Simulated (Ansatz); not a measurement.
Crystal: TaN.

```
CELL_PARAMETERS angstrom
5.19600 0.00000 0.00000
-2.59800 4.49987 0.00000
0.00000 0.00000 2.91100
ATOMIC_POSITIONS crystal
Ta 0.00000 0.00000 0.00000
Ta 0.66667 0.33333 0.50000
Ta 0.33333 0.66667 0.50000
N 0.00000 0.39285 0.00000
N 0.60715 0.60715 0.00000
N 0.39285 0.00000 0.00000
```

Base run:

- Program: Ansatz 0.2.0
- Functional: LDA
- Potentials or basis: Ansatz PAW
- Cutoff: 420 eV
- Density cutoff: 1680 eV
- k mesh: 5 × 5 × 7
- Occupations: fermi-dirac, width 0.05 eV
- Spin: spin-orbit coupling, no magnetisation

Its results: band gap on the k mesh none (metal or under the smearing width); pressure -10.4 GPa; largest force 0.062 eV/Å.

Task: The run is repeated on the same cell with these changes: functional from LDA to PBEsol. What comes out?

Result: Band gap on the k mesh none (metal or under the smearing width); pressure -4.2 GPa; largest force 0.003 eV/Å.

PBEsol binds less tightly than LDA, so the same cell stands under more pressure.

Caveats: the PAW data sets come from PBE, with cores solved anew for the run's functional, which leaves a small shift of forces and pressure.

Not every run made on this cell is shown here.
